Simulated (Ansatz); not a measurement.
SnS$_{2}$ single point

input.yaml (Ansatz 0.2.0)

```yaml
crystal:
  lattice:
    - [3.64031771, 0.0, 0.0]
    - [-1.82015886, 3.15260565, 0.0]
    - [0.0, 0.0, 5.88283388]
  atoms:
    - { symbol: Sn, position: [0.0, 0.0, 0.0] }
    - { symbol: S, position: [0.3333, 0.6667, 0.25] }
    - { symbol: S, position: [0.6667, 0.3333, 0.75] }
  symmetry: { tolerance: 0.0003 }
kpoints:
  mp_grid: { grid: [8, 8, 5], shift: [0, 0, 0] }
  band_path:
    path:
      - [0.0, 0.0, 0.0]
      - [0.5, -1.6e-07, 0.0]
      - [0.33333333, 0.33333318, 0.0]
      - [0.0, 0.0, 0.0]
      - [0.0, 0.0, 0.5]
      - [0.5, -1.6e-07, 0.5]
      - [0.33333333, 0.33333318, 0.5]
      - [0.0, 0.0, 0.5]
      - [0.5, -1.6e-07, 0.5]
      - [0.5, -1.6e-07, 0.0]
      - [0.33333333, 0.33333318, 0.5]
    npoints: 6
magnetization:
  spin_polarized: false
scf:
  occupations: { method: gaussian, width: 0.0935 }
  lower_state_search: "off"
  max_iter: 200
hamiltonian:
  pseudopotentials: { kind: paw }
  xc: r2scan
basis:
  ecutwfc: 500
  fft_grid_basis: typed
output:
  forces: true
  stress: true
  eigenvalues: true
  bader: true
  populations: true
  elf: true
  write_potential: true
  volumetric_format: npy
  dos:
    e_range: [-12, 8]
    de: 0.05
    projected: { site_lists: { S: [S], Sn: [Sn] } }
checkpoint:
  read: saved_state
```

The run starts from an earlier solution of this cell. 

Parts of the output:

```
Free energy (F): -7851.7197 eV
Harris-Foulkes:  -7851.7197 eV  (|F-HF|=2.21e-8)
Internal energy: -7851.7197 eV  (E = F + TS)
E sigma→0 (E₀):  -7851.7197 eV
Fermi energy:    7.2339 eV
--- Per-component energies (eV) ---
  E_band       = -133.4858
  E_kinetic    = 400.5290
  E_local      = -1581.6163  (includes V_loc(G=0)·N_el)
  E_nonlocal   = 26.2489
  E_hartree    = 840.9283
  E_xc         = -555.9459
  E_vxc        = -290.5561  (∫ρ·V_xc dr)
  E_paw        = -5385.4817  (= ΣΔE_a)
  E_vpaw       = -385.0503  (= ΣTr[D̂ρ^β])
  E_aug_tail   = 0.0000  (compensation charges beyond the density's cutoff)
  E_vtau       = 15.1008  (kinetic-family band-sum trace: ∫τ·v_τ [+ j·A + Jᵃ·Aᵃ] dr)
  E_ewald      = -1596.8979
  E_core_change = 0.5158  (= ΣΔE_core)
  E_smearing   =  0.0000  (= −TS)
--- Forces (eV/Å), atoms counted from 1 ---
  atom   1  Sn     0.0000     0.0000     0.0000
  atom   2  S      0.0000     0.0000    -0.0648
  atom   3  S      0.0000     0.0000     0.0648
--- Stress (GPa, compression-positive) ---
        2.0342       0.0000       0.0000
        0.0000       2.0342       0.0000
        0.0000       0.0000       1.3134
  P = ⅓ Tr σ = 1.7939 GPa (17.939 kbar)
--- Löwdin populations: 3 sites ---
  site symbol       q [e]
     0     Sn     13.1269
     1      S      6.3571
     2      S      6.3571
  spilling = 0.0061 (of n_electrons = 26.0000)
```

Absolute energies hang on the potentials; compare differences alone.

Origin: a database entry at a rescaled volume.
